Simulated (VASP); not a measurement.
# Si (Fd-3m) in VASP: a series of runs, part 2 of 3

VASP 6.6.1. Earlier steps stand in the parts before.

## 3. Relaxation of cell and atoms, PBEsol0

The input, POSCAR:

```
Si
1.0
    0.0000000000      2.7218511865      2.7218511865
    2.7218511865      0.0000000000      2.7218511865
    2.7218511865      2.7218511865      0.0000000000
Si
2
Direct
    0.5000000000      0.5000000000      0.5000000000
    0.7500000000      0.7500000000      0.7500000000
```

The input, INCAR.step1:

```
ALGO = Normal
EDIFF = 1E-5
ENCUT = 600
GGA = PE
ISMEAR = -1
LASPH = True
LCHARG = False
LREAL = False
LWAVE = True
NELM = 80
PREC = Accurate
SIGMA = 0.05
```

The input, INCAR.step2:

```
AEXX = 0.25
ALGO = Normal
EDIFF = 1E-6
EDIFFG = -0.005
ENCUT = 600
GGA = PS
HFRCUT = -1
IBRION = 2
ISIF = 3
ISMEAR = -1
ISTART = 1
LASPH = True
LCHARG = False
LHFCALC = True
LREAL = False
LWAVE = False
NELM = 80
NSW = 40
PREC = Accurate
PRECFOCK = Normal
SIGMA = 0.05
```

The input, KPOINTS:

```
k-points
0
Gamma
  4 4 4
```

Potentials or basis: VASP PAW PBE potentials, release 64 (Si).

Launch:

```bash
cat potpaw_PBE.64/Si/POTCAR > POTCAR
cp INCAR.step1 INCAR
mpirun -np 1 vasp_std > vasp.out
cp INCAR.step2 INCAR
mpirun -np 1 vasp_std > vasp.out
```

OUTCAR:

```text
AEXX = 0.25
   EDIFF = 1E-6
   EDIFFG = -0.005
   ENCUT = 600
   GGA = PS
   IBRION = 2
   ISIF = 3
   ISMEAR = -1
   ISTART = 1
   LASPH = True
   LHFCALC = True
   LREAL = False
   NELM = 80
   NSW = 40
   PREC = Accurate
   PRECFOCK = Normal

 ion  position               nearest neighbor table
   1  0.500  0.500  0.500-   2 2.36   2 2.36   2 2.36   2 2.36
   2  0.750  0.750  0.750-   1 2.36   1 2.36   1 2.36   1 2.36

  LATTYP: Found a face centered cubic cell.
 ALAT       =     5.4437023730

  Lattice vectors:

 A1 = (   0.0000000000,   2.7218511865,   2.7218511865)
 A2 = (   2.7218511865,   0.0000000000,   2.7218511865)
 A3 = (   2.7218511865,   2.7218511865,   0.0000000000)

Analysis of symmetry for initial positions (statically):
=====================================================================
 Subroutine PRICEL returns:
 Original cell was already a primitive cell.

 Routine SETGRP: Setting up the symmetry group for a
 face centered cubic supercell.

 Subroutine GETGRP returns: Found 48 space group operations
 (whereof 24 operations were pure point group operations)
 out of a pool of 48 trial point group operations.

The static configuration has the point symmetry T_d .
 The point group associated with its full space group is O_h .

Analysis of symmetry for dynamics (positions and initial velocities):
=====================================================================
 Subroutine PRICEL returns:
 Original cell was already a primitive cell.

 Routine SETGRP: Setting up the symmetry group for a
 face centered cubic supercell.

 Subroutine GETGRP returns: Found 48 space group operations
 (whereof 24 operations were pure point group operations)
 out of a pool of 48 trial point group operations.

The dynamic configuration has the point symmetry T_d .
 The point group associated with its full space group is O_h .

 Subroutine INISYM returns: Found 48 space group operations
 (whereof 24 operations are pure point group operations),
 and found     1 'primitive' translations

----------------------------------------------------------------------------------------

                                     Primitive cell

  volume of cell :      40.3295

  direct lattice vectors                    reciprocal lattice vectors
     0.000000000  2.721851186  2.721851186    -0.183698507  0.183698507  0.183698507
     2.721851186  0.000000000  2.721851186     0.183698507 -0.183698507  0.183698507
     2.721851186  2.721851186  0.000000000     0.183698507  0.183698507 -0.183698507

  length of vectors
     3.849278863  3.849278863  3.849278863     0.318175148  0.318175148  0.318175148

  position of ions in fractional coordinates (direct lattice)
     0.500000000  0.500000000  0.500000000
     0.750000000  0.750000000  0.750000000

  ion indices of the primitive-cell ions
   primitive index   ion index
                 1           1
                 2           2

----------------------------------------------------------------------------------------

 KPOINTS: k-points

Automatic generation of k-mesh.
 Grid dimensions read from file:
 generate k-points for:    4    4    4

 Generating k-lattice:

  Cartesian coordinates                     Fractional coordinates (reciprocal lattice)
    -0.045924627  0.045924627  0.045924627     0.250000000  0.000000000  0.000000000
     0.045924627 -0.045924627  0.045924627     0.000000000  0.250000000  0.000000000
     0.045924627  0.045924627 -0.045924627     0.000000000  0.000000000  0.250000000

  Length of vectors
     0.079543787  0.079543787  0.079543787

  Shift w.r.t. Gamma in fractional coordinates (k-lattice)
     0.000000000  0.000000000  0.000000000

 Subroutine IBZKPT returns following result:
 ===========================================

 Found      8 irreducible k-points:

 Following reciprocal coordinates:
            Coordinates               Weight
  0.000000  0.000000  0.000000      1.000000
  0.250000  0.000000  0.000000      8.000000
  0.500000  0.000000  0.000000      4.000000
  0.250000  0.250000  0.000000      6.000000
  0.500000  0.250000  0.000000     24.000000
 -0.250000  0.250000  0.000000     12.000000
  0.500000  0.500000  0.000000      3.000000
 -0.250000  0.500000  0.250000      6.000000
   k-points           NKPTS =      8   k-points in BZ     NKDIM =     64   number of bands    NBANDS=      8
   number of dos      NEDOS =    301   number of ions     NIONS =      2
   total plane-waves  NPLWV =  32768
   dimension x,y,z NGX =    32 NGY =   32 NGZ =   32
   dimension x,y,z NGXF=    64 NGYF=   64 NGZF=   64
   ions per type =               2
   NGX,Y,Z   is equivalent  to a cutoff of  13.82, 13.82, 13.82 a.u.
   NGXF,Y,Z  is equivalent  to a cutoff of  27.64, 27.64, 27.64 a.u.
 SYSTEM =  unknown system
   PREC   = accura    normal or accurate (medium, high low for compatibility)
   ISTART =      1    job   : 0-new  1-cont  2-samecut
   ICHARG =      0    charge: 1-file 2-atom 10-const
   ISPIN  =      1    spin polarized calculation?
   LNONCOLLINEAR =      F non collinear calculations
   LSORBIT =      F    spin-orbit coupling
   LASPH  =      T    aspherical Exc in radial PAW
   ENCUT  =  600.0 eV  44.10 Ry    6.64 a.u.   7.69  7.69  7.69*2*pi/ulx,y,z
   NELM   =     80;   NELMIN=  2; NELMDL=  0     # of ELM steps
   EDIFF  = 0.1E-05   stopping-criterion for ELM
   LREAL  =      F    real-space projection
   EDIFFG = -.5E-02   stopping-criterion for IOM
   NSW    =     40    number of steps for IOM
   IBRION =      2    ionic relax: 0-MD 1-quasi-New 2-CG
   NFREE  =      1    steps in history (QN), initial steepest desc. (CG)
   ISIF   =      3    stress and relaxation
   ISYM   =      3    0-nonsym 1-usesym 2-fastsym
   POTIM  = 0.5000    time-step for ionic-motion
   TEBEG  =    0.0;   TEEND  =   0.0 temperature during run
   PSTRESS=    0.0 pullay stress
   NELECT =       8.0000    total number of electrons
   NUPDOWN=      -1.0000    fix difference up-down
   EMIN   =  10.00;   EMAX   =-10.00  energy-range for DOS
   EFERMI =   0.00;   METHOD = LEGACY
   ISMEAR =    -1;   SIGMA  =   0.05  broadening in eV -4-tet -1-fermi 0-gaus
   EFERMI_NEDOS =   21; number of points for ismear=-14 and -15
   IALGO  =     38    algorithm
   IMIX   =      1    mixing-type and parameters
     AMIX     =   0.40;   BMIX     =  1.00
     AMIX_MAG =   1.60;   BMIX_MAG =  1.00
  volume/ion in A,a.u.               =      20.16       136.08
  Fermi-wavevector in a.u.,A,eV,Ry     =   0.954766  1.804247 12.402783  0.911579
  Thomas-Fermi vector in A             =   2.083543
   LORBIT       =      0    0 simple, 1 ext, 2 COOP (PROOUT), +10 PAW based schemes
   GGA     = PS    functional components
   LHFCALC =     T    Hartree Fock is set to
   PRECFOCK=normal    Normal, Fast or Accurate (Low or Medium for compatibility)
   ENCUT4O =  -1.0   cutoff for four orbital integrals eV
   NKREDX  =     1    reduce k-point grid by
   NKREDY  =     1    reduce k-point grid by
   NKREDZ  =     1    reduce k-point grid by
   AEXX    =    0.2500 exact exchange contribution
   HFSCREEN=    0.0000 screening length (either q_TF or 0.3 A-1)
   HFSCREENC=   0.0000 screening length for correlation (either q_TF or 0.3 A-1)
   ENCUTFOCK=  -1.0 apply spherical cutoff to Coloumb kernel
   IVDW    =     0    specifies the selected vdW correction
   LEPSILON=     F    determine dielectric tensor
   LRPA    =     F    only Hartree local field effects (RPA)
 conjugate gradient relaxation of ions
 non-spin polarized calculation
  energy-cutoff  :      600.00
  volume of cell :       40.33
 maximum number of plane-waves:      1363
 NGX is ok and might be reduce to    32
  NGX = 24; NGY = 24; NGZ = 24

--------------------------------------- Ionic step        1  -------------------------------------------

 number of electron       8.0000000 magnetization

 Free energy of the ion-electron system (eV)
  ---------------------------------------------------
  ext. energy  EPLUGINS =         0.00000000
  ---------------------------------------------------
  free energy    TOTEN  =       -13.83476111 eV

  energy without entropy =      -13.83476111  energy(sigma->0) =      -13.83476111

------------------------ aborting loop because EDIFF is reached ----------------------------------------

  FORCE on cell =-STRESS in cart. coord.  units (eV):
  Direction    XX          YY          ZZ          XY          YZ          ZX
  --------------------------------------------------------------------------------------
  -------------------------------------------------------------------------------------
  Total       -0.3346420     -0.3346420     -0.3346420      0.0000000      0.0000000     -0.0000000
  in kB      -13.2943750    -13.2943750    -13.2943750      0.0000000      0.0000000     -0.0000000
  external PRESSURE =     -13.2943750 kB  Pullay stress =       0.0000000 kB
[... 57 lines left out ...]
  energy  without entropy=      -13.8353494754  energy(sigma->0) =      -13.83534948

--------------------------------------- Ionic step        3  -------------------------------------------

 number of electron       7.9999999 magnetization

 Free energy of the ion-electron system (eV)
  ---------------------------------------------------
  ext. energy  EPLUGINS =         0.00000000
  ---------------------------------------------------
  free energy    TOTEN  =       -13.83695998 eV

  energy without entropy =      -13.83695998  energy(sigma->0) =      -13.83695998

 E-fermi :   6.1024     XC(G=0):  -7.5587

 val. band max:        5.1576838961   @ k =   0.0000   0.0000   0.0000
 cond. band min:       7.0769588373   @ k =   0.5000   0.5000   0.0000
 fundamental gap:      1.9192749412
 Fermi energy:         6.1024272198

 k-point     1 :       0.0000    0.0000    0.0000
  band No.  band energies     occupation
      1      -8.2962      2.00000
      2       5.1577      2.00000
      3       5.1577      2.00000
      4       5.1577      2.00000
      5       9.1767      0.00000
      6       9.1767      0.00000
      7       9.1767      0.00000
      8      10.2798      0.00000
[... 104 lines left out ...]
  FREE ENERGIE OF THE ION-ELECTRON SYSTEM (eV)
  ---------------------------------------------------
  free  energy   TOTEN  =       -13.8369599827 eV

  energy  without entropy=      -13.8369599815  energy(sigma->0) =      -13.83695998

 reached required accuracy - stopping structural energy minimisation
```

OUTCAR.step1:

```text
EDIFF = 1E-5
   ENCUT = 600
   GGA = PE
   ISMEAR = -1
   LASPH = True
[... 293 lines left out ...]
      2.72185      2.72185      2.72185        -0.000000     -0.000000     -0.000000
      4.08278      4.08278      4.08278         0.000000      0.000000      0.000000
 -----------------------------------------------------------------------------------
    total drift:                               -0.000000     -0.000000     -0.000000

  FREE ENERGIE OF THE ION-ELECTRON SYSTEM (eV)
  ---------------------------------------------------
  free  energy   TOTEN  =       -10.6610542509 eV

  energy  without entropy=      -10.6609637840  energy(sigma->0) =      -10.66100902
```

Wall time 3 min (1 thread of AMD EPYC 9R45 (Zen 5), shared host); peak memory 0.14 GiB.

Results:

* Free energy: -13.8370 eV
* Relaxed volume: 19.90 Å³/atom
* Relaxed cell: a = 3.833 Å, b = 3.833 Å, c = 3.833 Å, α = 60.00°, β = 60.00°, γ = 60.00°
* Space group after relaxing (to 0.05 Å): Fd-3m (No. 227)
* Energy gained by relaxing: 1.1 meV/atom
* Ionic steps: 3
* Pressure after relaxing: 0.0 GPa
* Band gap on the k mesh: 1.92 eV, indirect (least direct gap 4.02 eV)

Step by step:
```tsv
step	energy change (eV)	largest force (eV/Å)	pressure (GPa)	volume (Å³)
1	0.0000	0.0000	-1.33	40.33
2	-0.0006	0.0000	1.17	39.36
3	-0.0022	0.0000	0.00	39.81
```

Final structure:
```
Si
1.0
     0.00000    2.71003    2.71003
     2.71003    0.00000    2.71003
     2.71003    2.71003    0.00000
Si
2
Direct
  0.50000 0.50000 0.50000
  0.75000 0.75000 0.75000
```

Caveat: the k mesh is coarse (spacing up to 0.50 Å⁻¹), so the values aren't converged, least of all with exact exchange; the PAW data sets were made with another functional, which shifts forces and pressure a little.

(Continued in part 3 of 3.)
